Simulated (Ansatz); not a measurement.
Input and command of a plane-wave DFT calculation in Ansatz:

```yaml
crystal:
  lattice:
    - [3.2117906055, 0.0557936634, 0.0128928852]
    - [1.5562781936, 2.81012387, 0.0181084738]
    - [1.5806553144, 0.945168803, 2.6334903675]
  atoms:
    - { symbol: Sc, position: [0.0, 0.0, 0.0] }
    - { symbol: H, position: [0.5, 0.5, 0.5] }
basis:
  ecutwfc: 420
kpoints:
  mp_grid: { grid: [14, 14, 14] }
hamiltonian:
  xc: pbe
scf:
  occupations: { method: gaussian, width: 0.1 }
output:
  forces: true
  stress: true
  eigenvalues: true
relax:
  adjacent_minimum: "off"
  f_tol: 0.025
  max_steps: 70
  cell: { stress_tol: 0.12 }
```

```bash
ansatz run input.yaml --threads 2 --pin off --max-ram 5120MiB --backend cpu --events-out ev --progress --plain --runs-dir out
```

Processor: Arm Neoverse V1, 2 threads, on a host shared with other jobs.

Q: Estimate time, memory and problem size.

A: About 7 s on 2 threads of Arm Neoverse V1 (shared host), peak memory 0.41 GiB. It solves 10 bands at 428 k points (the mesh reduced by the symmetry that the task leaves, which can be less than the crystal's) with about 459 plane waves (on the last cell), in 8 SCF iterations over 2 ionic steps.